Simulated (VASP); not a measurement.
# Gap, carriers and strain in CdTe (F-43m), part 2 of 3

The runs below take CdTe at its given cell and follow the band edges through several levels. The start is a cell from a database of measured crystal structures.

VASP 6.6.1, plane waves and PAW; the level of theory is named at each step.

So far, least gap on mesh and path (eV): step 3 (bands on a dense mesh, PBEsol) 0.759; step 5 (bands with spin-orbit coupling, PBEsol, spin-orbit coupling) 0.488.

The database entry behind the starting cell differs from later determinations by our own check (an axis about 1.1 % short against later determinations), so it need not match the best structure at ambient conditions.

## (8) Bands on the mesh of the strain series

The unstrained gap is taken on the mesh of the strained cells, so that mesh errors cancel.

Contents of INCAR:

```
SYSTEM = CdTe
PREC = Accurate
ENCUT = 400
EDIFF = 1E-06
NELM = 100
ISMEAR = 0
SIGMA = 0.02
LREAL = .FALSE.
ALGO = Normal
GGA = PS
NBANDS = 21
LORBIT = 11
LWAVE = .FALSE.
LCHARG = .FALSE.
KPAR = 4
ISIF = 2
```

Contents of POSCAR:

```
CdTe
1.0
    0.0000000000      3.2050000000      3.2050000000
    3.2050000000      0.0000000000      3.2050000000
    3.2050000000      3.2050000000      0.0000000000
Cd Te
1 1
Direct
    0.0000000000      0.0000000000      0.0000000000
    0.7500000000      0.7500000000      0.7500000000
```

Contents of KPOINTS:

```
Automatic mesh
0
Gamma
8 8 8
0 0 0
```

Contents of KPOINTS_OPT:

```
Line mode
16
Line-mode
Reciprocal
  0.00000000   0.00000000   0.00000000 GAMMA
  0.50000000   0.00000000   0.50000000 X

  0.50000000   0.00000000   0.50000000 X
  0.50000000   0.25000000   0.75000000 W

  0.50000000   0.25000000   0.75000000 W
  0.37500000   0.37500000   0.75000000 K

  0.37500000   0.37500000   0.75000000 K
  0.00000000   0.00000000   0.00000000 GAMMA

  0.00000000   0.00000000   0.00000000 GAMMA
  0.50000000   0.50000000   0.50000000 L

  0.50000000   0.50000000   0.50000000 L
  0.62500000   0.25000000   0.62500000 U

  0.62500000   0.25000000   0.62500000 U
  0.50000000   0.25000000   0.75000000 W

  0.50000000   0.25000000   0.75000000 W
  0.50000000   0.50000000   0.50000000 L

  0.50000000   0.50000000   0.50000000 L
  0.37500000   0.37500000   0.75000000 K

  0.62500000   0.25000000   0.62500000 U
  0.50000000   0.00000000   0.50000000 X
```

PAW data sets: Cd and Te (PBE family, release 64).

Launch:

```bash
> mpirun -np 4 vasp_std
```

Wall time 20 s (4 MPI ranks of Intel Xeon Platinum 8488C (Sapphire Rapids), shared host); peak memory 0.75 GiB.

Numbers from this step:

```yaml
scf_cycles: 13
bands: 21
irreducible_k_points: 29
free_energy_toten: -5.473 eV
fermi_energy: 2.636 eV
pressure: 1.546 GPa
least_gap_on_mesh_and_path: 0.7591 eV
least_direct_gap_on_mesh_and_path: 0.7591 eV
```

The electronic bands at the labelled points (eV, zero at the valence-band top; v1 is the highest filled band, c1 the lowest empty one):

| point | v4 | v3 | v2 | v1 | c1 | c2 | c3 | c4 |
| --- | --- | --- | --- | --- | --- | --- | --- | --- |
| Γ | -8.09 | 0.00 | 0.00 | 0.00 | 0.76 | 4.52 | 4.52 | 4.52 |
| 0.47 of the way | -8.07 | -2.58 | -1.07 | -1.07 | 2.93 | 3.24 | 6.28 | 6.28 |
| X | -7.57 | -4.52 | -2.00 | -2.00 | 2.41 | 2.58 | 8.91 | 9.24 |
| 0.47 of the way | -7.52 | -4.46 | -2.23 | -2.18 | 3.06 | 3.19 | 7.63 | 7.67 |
| W | -7.47 | -4.39 | -2.49 | -2.38 | 4.33 | 4.58 | 5.52 | 6.17 |
| 0.47 of the way | -7.49 | -4.40 | -2.66 | -2.01 | 3.49 | 4.52 | 6.25 | 6.71 |
| K | -7.51 | -4.42 | -2.75 | -1.66 | 2.78 | 4.50 | 7.31 | 7.49 |
| 0.47 of the way | -8.00 | -3.32 | -1.77 | -0.55 | 2.94 | 4.94 | 5.31 | 5.36 |
| Γ | -8.09 | 0.00 | 0.00 | 0.00 | 0.76 | 4.52 | 4.52 | 4.52 |
| 0.47 of the way | -8.09 | -2.66 | -0.42 | -0.42 | 1.96 | 5.06 | 5.06 | 5.17 |
| L | -7.71 | -4.67 | -0.83 | -0.83 | 1.76 | 5.11 | 5.11 | 6.94 |
| 0.47 of the way | -7.64 | -4.52 | -1.95 | -1.14 | 2.80 | 4.67 | 5.85 | 6.96 |
| U | -7.51 | -4.42 | -2.75 | -1.66 | 2.78 | 4.50 | 7.31 | 7.49 |
| 0.47 of the way | -7.50 | -4.40 | -2.68 | -1.95 | 3.34 | 4.52 | 6.41 | 6.82 |
| W | -7.47 | -4.39 | -2.49 | -2.38 | 4.33 | 4.58 | 5.52 | 6.17 |
| 0.47 of the way | -7.60 | -4.44 | -2.30 | -1.44 | 3.35 | 4.46 | 5.96 | 7.28 |
| L | -7.71 | -4.67 | -0.83 | -0.83 | 1.76 | 5.11 | 5.11 | 6.94 |
| 0.47 of the way | -7.64 | -4.52 | -1.95 | -1.14 | 2.80 | 4.67 | 5.85 | 6.96 |
| K | -7.51 | -4.42 | -2.75 | -1.66 | 2.78 | 4.50 | 7.31 | 7.49 |
| jump to U | -7.51 | -4.42 | -2.75 | -1.66 | 2.78 | 4.50 | 7.31 | 7.49 |
| 0.47 of the way | -7.54 | -4.48 | -2.35 | -1.90 | 2.57 | 3.23 | 8.06 | 8.47 |
| X | -7.57 | -4.52 | -2.00 | -2.00 | 2.41 | 2.58 | 8.91 | 9.24 |

Of the projections kept (Cd, Te), the largest for each band there; the rest of the weight can lie on other orbitals:

| point | v4 | v3 | v2 | v1 | c1 | c2 | c3 | c4 |
| --- | --- | --- | --- | --- | --- | --- | --- | --- |
| Γ | Cd 1.00 | Te 0.82 | Te 0.82 | Te 0.82 | Cd 0.55 | Cd 0.70 | Cd 0.70 | Cd 0.70 |
| X | Cd 0.88 | Cd 0.56 | Te 0.78 | Te 0.78 | Cd 0.60 | Cd 0.62 | Te 0.81 | Te 0.53 |
| W | Cd 0.88 | Cd 0.55 | Te 0.74 | Te 0.77 | Te 0.56 | Te 0.73 | Cd 0.62 | Cd 0.52 |
| K | Cd 0.88 | Cd 0.54 | Te 0.75 | Te 0.78 | Cd 0.61 | Te 0.60 | Te 0.60 | Te 0.57 |
| Γ | Cd 1.00 | Te 0.81 | Te 0.82 | Te 0.82 | Cd 0.55 | Cd 0.70 | Cd 0.70 | Cd 0.70 |
| L | Cd 0.92 | Te 0.55 | Te 0.79 | Te 0.79 | Cd 0.62 | Cd 0.59 | Cd 0.59 | Te 0.70 |

On this path the gap is direct, 0.76 eV, with the valence top at Γ and the conduction bottom at Γ.

## (9) Strained cell, atoms relaxed, strain hydrostatic -0.5 %

Strain can move atoms inside the cell where symmetry leaves them free, so a relaxation comes before the gap is read.

Changes to INCAR since step 8:

```diff
@@ -10,3 +10,3 @@
 GGA = PS
-NBANDS = 21
+NBANDS = 15
 LORBIT = 11
@@ -15,2 +15,5 @@
 KPAR = 4
+IBRION = 2
+NSW = 30
 ISIF = 2
+EDIFFG = -0.003
```

Contents of POSCAR:

```
CdTe
1.0
    0.0000000000      3.1889750000      3.1889750000
    3.1889750000      0.0000000000      3.1889750000
    3.1889750000      3.1889750000      0.0000000000
Cd Te
1 1
Direct
    0.0000000000      0.0000000000      0.0000000000
    0.7500000000      0.7500000000      0.7500000000
```

KPOINTS is that of step 8.

Launch:

```bash
> mpirun -np 4 vasp_std
```

Wall time 5 s (4 MPI ranks); peak memory 0.65 GiB; 18 s of CPU time.

The forces vanish from the start, and no atom moves.

Numbers from this step:

```
bands                          : 15
free energy (TOTEN)            : -5.459 eV
Fermi energy                   : 2.745 eV
pressure                       : 2.325 GPa
gap on the k-mesh              : 0.8048 eV
least direct gap on the k-mesh : 0.8048 eV
```

## (10) Bands of the strained cell, strain hydrostatic -0.5 %

The gap is read at the strained, relaxed geometry.

Changes to INCAR since step 9:

```diff
@@ -10,3 +10,3 @@
 GGA = PS
-NBANDS = 15
+NBANDS = 21
 LORBIT = 11
@@ -15,5 +15,2 @@
 KPAR = 4
-IBRION = 2
-NSW = 30
 ISIF = 2
-EDIFFG = -0.003
```

POSCAR is that of step 9.

KPOINTS is that of step 9.

KPOINTS_OPT is that of step 8.

Launch:

```bash
> mpirun -np 4 vasp_std
```

Elapsed: 20 s, on 4 MPI ranks; peak memory 0.75 GiB; 77 s of CPU time.

This step gave:

```yaml
bands: 21
fermi_energy: 2.761 eV
pressure: 2.321 GPa
least_gap_on_mesh_and_path: 0.8045 eV
least_direct_gap_on_mesh_and_path: 0.8045 eV
```

The electronic bands at the labelled points (eV, zero at the valence-band top; v1 is the highest filled band, c1 the lowest empty one):

| point | v4 | v3 | v2 | v1 | c1 | c2 | c3 | c4 |
| --- | --- | --- | --- | --- | --- | --- | --- | --- |
| Γ | -8.13 | 0.00 | 0.00 | 0.00 | 0.80 | 4.51 | 4.51 | 4.51 |
| 0.47 of the way | -8.12 | -2.61 | -1.11 | -1.11 | 2.95 | 3.24 | 6.30 | 6.30 |
| X | -7.59 | -4.59 | -2.06 | -2.06 | 2.38 | 2.57 | 8.99 | 9.31 |
| 0.47 of the way | -7.55 | -4.54 | -2.29 | -2.25 | 3.04 | 3.20 | 7.68 | 7.72 |
| W | -7.49 | -4.47 | -2.56 | -2.45 | 4.38 | 4.57 | 5.53 | 6.16 |
| 0.53 of the way | -7.52 | -4.48 | -2.75 | -2.00 | 3.34 | 4.54 | 6.44 | 6.83 |
| K | -7.54 | -4.49 | -2.82 | -1.71 | 2.76 | 4.51 | 7.34 | 7.52 |
| 0.47 of the way | -8.04 | -3.37 | -1.82 | -0.57 | 2.97 | 4.95 | 5.30 | 5.36 |
| Γ | -8.13 | 0.00 | 0.00 | 0.00 | 0.80 | 4.51 | 4.51 | 4.51 |
| 0.47 of the way | -8.13 | -2.69 | -0.43 | -0.43 | 1.99 | 5.06 | 5.06 | 5.20 |
| L | -7.75 | -4.76 | -0.86 | -0.86 | 1.77 | 5.10 | 5.10 | 6.95 |
| 0.47 of the way | -7.68 | -4.61 | -2.00 | -1.17 | 2.82 | 4.66 | 5.86 | 7.01 |
| U | -7.54 | -4.49 | -2.82 | -1.71 | 2.76 | 4.51 | 7.34 | 7.52 |
| 0.47 of the way | -7.52 | -4.48 | -2.75 | -2.00 | 3.34 | 4.54 | 6.44 | 6.83 |
| W | -7.49 | -4.47 | -2.56 | -2.45 | 4.38 | 4.57 | 5.53 | 6.16 |
| 0.47 of the way | -7.63 | -4.52 | -2.36 | -1.48 | 3.38 | 4.44 | 5.99 | 7.32 |
| L | -7.75 | -4.76 | -0.86 | -0.86 | 1.77 | 5.10 | 5.10 | 6.95 |
| 0.53 of the way | -7.66 | -4.57 | -2.20 | -1.25 | 2.92 | 4.71 | 6.06 | 6.86 |
| K | -7.54 | -4.49 | -2.82 | -1.71 | 2.76 | 4.51 | 7.34 | 7.52 |
| jump to U | -7.54 | -4.49 | -2.82 | -1.71 | 2.76 | 4.51 | 7.34 | 7.52 |
| 0.53 of the way | -7.57 | -4.57 | -2.35 | -1.98 | 2.53 | 3.07 | 8.26 | 8.66 |
| X | -7.59 | -4.59 | -2.06 | -2.06 | 2.38 | 2.57 | 8.99 | 9.31 |

Of the projections kept (Cd, Te), the largest for each band there; the rest of the weight can lie on other orbitals:

| point | v4 | v3 | v2 | v1 | c1 | c2 | c3 | c4 |
| --- | --- | --- | --- | --- | --- | --- | --- | --- |
| Γ | Cd 1.00 | Te 0.81 | Te 0.81 | Te 0.81 | Cd 0.54 | Cd 0.70 | Cd 0.70 | Cd 0.70 |
| X | Cd 0.88 | Cd 0.56 | Te 0.78 | Te 0.78 | Cd 0.60 | Cd 0.63 | Te 0.81 | Te 0.54 |
| W | Cd 0.87 | Cd 0.55 | Te 0.73 | Te 0.77 | Te 0.56 | Te 0.73 | Cd 0.62 | Cd 0.51 |
| K | Cd 0.88 | Cd 0.54 | Te 0.74 | Te 0.77 | Cd 0.61 | Te 0.60 | Te 0.60 | Te 0.58 |
| Γ | Cd 1.00 | Te 0.81 | Te 0.81 | Te 0.81 | Cd 0.54 | Cd 0.70 | Cd 0.70 | Cd 0.70 |
| L | Cd 0.92 | Te 0.56 | Te 0.79 | Te 0.79 | Cd 0.62 | Cd 0.59 | Cd 0.59 | Te 0.69 |

On this path the gap is direct, 0.80 eV, with the valence top at Γ and the conduction bottom at Γ.

## (11) Strained cell, atoms relaxed, strain hydrostatic 0.5 %

Changes to INCAR since step 10:

```diff
@@ -10,3 +10,3 @@
 GGA = PS
-NBANDS = 21
+NBANDS = 15
 LORBIT = 11
@@ -15,2 +15,5 @@
 KPAR = 4
+IBRION = 2
+NSW = 30
 ISIF = 2
+EDIFFG = -0.003
```

Contents of POSCAR:

```
CdTe
1.0
    0.0000000000      3.2210250000      3.2210250000
    3.2210250000      0.0000000000      3.2210250000
    3.2210250000      3.2210250000      0.0000000000
Cd Te
1 1
Direct
    0.0000000000      0.0000000000      0.0000000000
    0.7500000000      0.7500000000      0.7500000000
```

KPOINTS is that of step 10.

Launch:

```bash
> mpirun -np 4 vasp_std
```

The job ended after 5 s (4 MPI ranks; peak memory 0.65 GiB; 18 s of CPU time).

The forces vanish from the start, and no atom moves.

## (12) Bands of the strained cell, strain hydrostatic 0.5 %

Changes to INCAR since step 11:

```diff
@@ -10,3 +10,3 @@
 GGA = PS
-NBANDS = 15
+NBANDS = 21
 LORBIT = 11
@@ -15,5 +15,2 @@
 KPAR = 4
-IBRION = 2
-NSW = 30
 ISIF = 2
-EDIFFG = -0.003
```

POSCAR is that of step 11.

KPOINTS is that of step 11.

KPOINTS_OPT is that of step 10.

Launch:

```bash
> mpirun -np 4 vasp_std
```

Wall time 20 s (4 MPI ranks); peak memory 0.76 GiB; 77 s of CPU time.

The electronic bands at the labelled points (eV, zero at the valence-band top; v1 is the highest filled band, c1 the lowest empty one):

```
          point     v4     v3     v2     v1    c1    c2    c3    c4
              Γ  -8.04   0.00   0.00   0.00  0.71  4.53  4.53  4.53
0.47 of the way  -8.03  -2.56  -1.04  -1.04  2.91  3.25  6.25  6.25
              X  -7.54  -4.44  -1.95  -1.95  2.45  2.59  8.82  9.16
0.47 of the way  -7.50  -4.39  -2.17  -2.12  3.09  3.19  7.59  7.62
              W  -7.45  -4.32  -2.43  -2.31  4.28  4.58  5.50  6.18
0.47 of the way  -7.47  -4.33  -2.59  -1.96  3.49  4.50  6.23  6.70
              K  -7.49  -4.34  -2.68  -1.62  2.79  4.47  7.28  7.45
0.53 of the way  -8.01  -2.93  -1.42  -0.41  2.72  4.69  5.17  5.40
              Γ  -8.04   0.00   0.00   0.00  0.71  4.53  4.53  4.53
0.47 of the way  -8.04  -2.62  -0.41  -0.41  1.94  5.06  5.06  5.15
              L  -7.68  -4.58  -0.81  -0.81  1.75  5.12  5.12  6.94
0.53 of the way  -7.59  -4.40  -2.09  -1.18  2.89  4.71  6.04  6.79
              U  -7.49  -4.34  -2.68  -1.62  2.79  4.47  7.28  7.45
0.47 of the way  -7.47  -4.33  -2.61  -1.89  3.34  4.50  6.39  6.80
              W  -7.45  -4.32  -2.43  -2.31  4.28  4.58  5.50  6.18
0.47 of the way  -7.57  -4.36  -2.25  -1.40  3.32  4.48  5.94  7.25
              L  -7.68  -4.58  -0.81  -0.81  1.75  5.12  5.12  6.94
0.47 of the way  -7.61  -4.44  -1.90  -1.11  2.78  4.67  5.85  6.92
              K  -7.49  -4.34  -2.68  -1.62  2.79  4.47  7.28  7.45
      jump to U  -7.49  -4.34  -2.68  -1.62  2.79  4.47  7.28  7.45
0.53 of the way  -7.52  -4.41  -2.22  -1.87  2.57  3.08  8.13  8.55
              X  -7.54  -4.44  -1.95  -1.95  2.45  2.59  8.82  9.16
```

Of the projections kept (Cd, Te), the largest for each band there; the rest of the weight can lie on other orbitals:

| point | v4 | v3 | v2 | v1 | c1 | c2 | c3 | c4 |
| --- | --- | --- | --- | --- | --- | --- | --- | --- |
| Γ | Cd 1.00 | Te 0.82 | Te 0.82 | Te 0.82 | Cd 0.55 | Cd 0.70 | Cd 0.70 | Cd 0.70 |
| X | Cd 0.88 | Cd 0.56 | Te 0.79 | Te 0.79 | Cd 0.60 | Cd 0.62 | Te 0.81 | Te 0.53 |
| W | Cd 0.88 | Cd 0.55 | Te 0.74 | Te 0.77 | Te 0.56 | Te 0.73 | Cd 0.63 | Cd 0.52 |
| K | Cd 0.88 | Cd 0.54 | Te 0.75 | Te 0.78 | Cd 0.60 | Te 0.61 | Te 0.59 | Te 0.57 |
| Γ | Cd 1.00 | Te 0.82 | Te 0.82 | Te 0.82 | Cd 0.55 | Cd 0.71 | Cd 0.70 | Cd 0.70 |
| L | Cd 0.92 | Te 0.55 | Te 0.79 | Te 0.79 | Cd 0.62 | Cd 0.60 | Cd 0.60 | Te 0.72 |

On this path the gap is direct, 0.71 eV, with the valence top at Γ and the conduction bottom at Γ.

## (13) Strained cell, atoms relaxed, strain along x -0.5 %

Changes to INCAR since step 12:

```diff
@@ -10,3 +10,3 @@
 GGA = PS
-NBANDS = 21
+NBANDS = 15
 LORBIT = 11
@@ -15,2 +15,5 @@
 KPAR = 4
+IBRION = 2
+NSW = 30
 ISIF = 2
+EDIFFG = -0.003
```

Contents of POSCAR:

```
CdTe
1.0
    0.0000000000      3.2050000000      3.2050000000
    3.1889750000      0.0000000000      3.2050000000
    3.1889750000      3.2050000000      0.0000000000
Cd Te
1 1
Direct
    0.0000000000      0.0000000000      0.0000000000
    0.7500000000      0.7500000000      0.7500000000
```

KPOINTS is that of step 12.

Launch:

```bash
> mpirun -np 4 vasp_std
```

Wall time 8.2 s (4 MPI ranks); peak memory 0.73 GiB.

The run keeps the 8 symmetry operations of its start, so it cannot find a distortion of lower symmetry.

The forces vanish from the start, and no atom moves.

## (14) Bands of the strained cell, strain along x -0.5 %

Changes to INCAR since step 13:

```diff
@@ -10,3 +10,3 @@
 GGA = PS
-NBANDS = 15
+NBANDS = 21
 LORBIT = 11
@@ -15,5 +15,2 @@
 KPAR = 4
-IBRION = 2
-NSW = 30
 ISIF = 2
-EDIFFG = -0.003
```

POSCAR is that of step 13.

KPOINTS is that of step 13.

Contents of KPOINTS_OPT:

```
Line mode
16
Line-mode
Reciprocal
  0.00000000   0.00000000   0.00000000 GAMMA
  0.50000000   0.00000000   0.50000000 X

  0.50000000   0.00000000   0.50000000 X
  0.75251888   0.25251888   0.50000000 Y

  0.75251888   0.25251888   0.50000000 Y
  0.75251888   0.37625944   0.37625944 S

  0.75251888   0.37625944   0.37625944 S
  0.00000000   0.00000000   0.00000000 GAMMA

  0.00000000   0.00000000   0.00000000 GAMMA
  0.00000000  -0.50000000  -0.50000000 Z

  0.00000000  -0.50000000  -0.50000000 Z
  0.24748112  -0.37625944  -0.37625944 S1

  0.24748112  -0.37625944  -0.37625944 S1
  0.50000000   0.00000000   0.00000000 N

  0.50000000   0.00000000   0.00000000 N
  0.50000000  -0.25000000   0.25000000 P

  0.50000000  -0.25000000   0.25000000 P
  0.24748112  -0.50000000  -0.25251888 Y1

  0.24748112  -0.50000000  -0.25251888 Y1
  0.00000000  -0.50000000  -0.50000000 Z

  0.50000000   0.00000000   0.50000000 X
  0.50000000  -0.25000000   0.25000000 P
```

Launch:

```bash
> mpirun -np 4 vasp_std
```

The job ended after 24 s (4 MPI ranks; peak memory 0.89 GiB).

The electronic bands at the labelled points (eV, zero at the valence-band top; v1 is the highest filled band, c1 the lowest empty one):

```csv
point,v4,v3,v2,v1,c1,c2,c3,c4
Γ,-8.11,-0.02,-0.02,0.00,0.76,4.50,4.50,4.50
0.47 of the way,-8.10,-2.61,-1.10,-1.08,2.94,3.23,6.25,6.30
X,-7.59,-4.56,-2.03,-2.02,2.40,2.58,8.91,9.23
0.47 of the way,-7.54,-4.51,-2.26,-2.21,3.06,3.21,7.58,7.63
Y,-7.49,-4.42,-2.53,-2.41,4.33,4.55,5.50,6.15
0.47 of the way,-7.51,-4.43,-2.69,-2.06,3.44,4.47,6.28,6.71
S,-7.53,-4.44,-2.78,-1.71,2.74,4.44,7.32,7.50
0.47 of the way,-8.02,-3.35,-1.79,-0.59,2.94,4.96,5.28,5.35
Γ,-8.11,-0.02,-0.02,0.00,0.76,4.50,4.50,4.50
0.53 of the way,-8.06,-2.96,-1.31,-1.31,2.81,3.22,6.68,6.68
Z,-7.58,-4.54,-2.05,-2.05,2.38,2.54,8.95,9.25
0.47 of the way,-7.56,-4.51,-2.32,-1.97,2.51,3.03,8.22,8.62
S1,-7.53,-4.44,-2.78,-1.71,2.74,4.44,7.32,7.50
0.47 of the way,-7.64,-4.52,-2.17,-1.25,2.89,4.71,6.04,6.80
N,-7.74,-4.71,-0.87,-0.84,1.75,5.08,5.12,6.93
0.53 of the way,-7.62,-4.48,-2.34,-1.46,3.37,4.45,5.97,7.27
P,-7.49,-4.43,-2.52,-2.41,4.36,4.58,5.55,6.19
0.47 of the way,-7.53,-4.46,-2.79,-1.68,2.79,4.52,7.30,7.43
Y1,-7.49,-4.42,-2.53,-2.41,4.33,4.55,5.50,6.15
0.47 of the way,-7.53,-4.48,-2.32,-2.26,3.19,3.31,7.34,7.45
Z,-7.58,-4.54,-2.05,-2.05,2.38,2.54,8.95,9.25
jump to X,-7.59,-4.56,-2.03,-2.02,2.40,2.58,8.91,9.23
0.47 of the way,-7.54,-4.51,-2.25,-2.21,3.06,3.20,7.67,7.69
P,-7.49,-4.43,-2.52,-2.41,4.36,4.58,5.55,6.19
```

Of the projections kept (Cd, Te), the largest for each band there; the rest of the weight can lie on other orbitals:

```csv
point,v4,v3,v2,v1,c1,c2,c3,c4
Γ,Cd 1.00,Te 0.81,Te 0.81,Te 0.81,Cd 0.54,Cd 0.70,Cd 0.70,Cd 0.70
X,Cd 0.88,Cd 0.56,Te 0.78,Te 0.78,Cd 0.60,Cd 0.62,Te 0.81,Te 0.54
Y,Cd 0.87,Cd 0.55,Te 0.73,Te 0.77,Te 0.55,Te 0.73,Cd 0.62,Cd 0.52
S,Cd 0.88,Cd 0.54,Te 0.75,Te 0.78,Cd 0.61,Te 0.60,Te 0.60,Te 0.58
Γ,Cd 1.00,Te 0.81,Te 0.81,Te 0.81,Cd 0.54,Cd 0.70,Cd 0.70,Cd 0.70
Z,Cd 0.88,Cd 0.56,Te 0.78,Te 0.78,Cd 0.60,Cd 0.62,Te 0.81,Te 0.54
```

On this path the gap is direct, 0.76 eV, with the valence top at Γ and the conduction bottom at Γ.

## (15) Strained cell, atoms relaxed, strain along x 0.5 %

Changes to INCAR since step 14:

```diff
@@ -10,3 +10,3 @@
 GGA = PS
-NBANDS = 21
+NBANDS = 15
 LORBIT = 11
@@ -15,2 +15,5 @@
 KPAR = 4
+IBRION = 2
+NSW = 30
 ISIF = 2
+EDIFFG = -0.003
```

Contents of POSCAR:

```
CdTe
1.0
    0.0000000000      3.2050000000      3.2050000000
    3.2210250000      0.0000000000      3.2050000000
    3.2210250000      3.2050000000      0.0000000000
Cd Te
1 1
Direct
    0.0000000000      0.0000000000      0.0000000000
    0.7500000000      0.7500000000      0.7500000000
```

KPOINTS is that of step 14.

Launch:

```bash
> mpirun -np 4 vasp_std
```

Wall time 8 s (4 MPI ranks); peak memory 0.75 GiB.

The forces vanish from the start, and no atom moves.

(Part 2 of 3 ends here.)

[Lines on the potential files, build, host, timing and source positions are cut from VASP's logs without a mark.]

[Logs are printed without paths, hosts, clocks, repeated set-up lines and the standing remarks that a program may print on its own settings, such as how far it seeks lower states.]

[Hosts, paths, dates, database ids (printed as entryN), source tags and the programs' standing remarks are cut or masked in the printed files.]

[In band tables of VASP the shares of atoms and orbitals are scaled to a sum of 1 inside the atoms' spheres.]

[Gaps and slopes under strain along one axis are those of the sampled path and mesh points; where strain splits equal valleys, another of them can be the edge.]
